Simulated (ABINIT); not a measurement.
Ta:

```xyz
1
Lattice="-1.6513 1.6513 1.6513 1.6513 -1.6513 1.6513 1.6513 1.6513 -1.6513" Properties=species:S:1:pos:R:3 pbc="T T T"
Ta    0.0000    0.0000    0.0000
```

Base run:

| Property | Result |
| --- | --- |
| Program | ABINIT 10.8.3 (patched build) |
| Functional | rPW86PBE |
| Potentials or basis | JTH PAW PBE v2.0 |
| Cutoff | 517 eV |
| k mesh | 11 × 11 × 11 |
| Occupations | fermi-dirac, width 0.05 eV |
| Spin | spin-orbit coupling, no magnetisation |

Its results: band gap on the k mesh none (metal or under the smearing width); pressure 9.8 GPa.

The run is repeated on the same cell with these changes: functional from rPW86PBE to BP86. What comes out?

Band gap on the k mesh none (metal or under the smearing width); pressure 2.1 GPa.

Caveats: the PAW data sets were made with another functional, which shifts forces and pressure a little.
